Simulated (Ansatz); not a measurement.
System: wurtzite BeO. Method: LDA in Ansatz (PAW).

Settings: plane-wave cutoff 520 eV, 18×18×8 k mesh (along the axes of the cell as run), Fermi–Dirac smearing 0.01 eV, scalar-relativistic PAW data made under PBE.

Cell (relaxed at this level):

```
BeO
1.0
    1.33229    -2.30759     0.00000
    1.33229     2.30759     0.00000
    0.00000     0.00000     4.32920
Be O
2 2
Direct
  0.66667   0.33333   0.50023
  0.33333   0.66667   0.00023
  0.66667   0.33333   0.87777
  0.33333   0.66667   0.37777
```

Problem. Estimate the bulk modulus B0, band gap, width of the whole s-p valence band and pressure derivative B′ of the bulk modulus that the calculation returns.

Solution. 
* **bulk modulus B0**: 232 GPa
* **band gap**: 7.94 eV (direct)
* **width of the whole s-p valence band**: 18.69 eV
* **pressure derivative B′ of the bulk modulus**: 3.7

Measured, for comparison: band gap 11.29 eV (zero-point renormalisation of 699 meV (computed, non-adiabatic AHC, without the lattice-expansion part) added back here; inputs from Miglio et al. (2020), arXiv:2011.12765); bulk modulus 212 GPa (room temperature, no zero-point or thermal correction, K' fixed at 4, our sources range from 212 to 224; as tabulated in High-pressure and high-temperature crystal chemistry of beryllium oxide (Scilit …). Computed (rounded) less measured: band gap -3.35 eV, bulk modulus +9 % (+4 % to +9 % over the range). A static lattice is as a rule a little smaller and stiffer than an uncorrected measurement, which can account for part of this.

Note: the bulk modulus comes from volumes at which shape and atoms were relaxed.

Computed values are for the static lattice.

Cost on a shared machine: roughly 100 core-seconds.

Ansatz is a program for electronic structure.
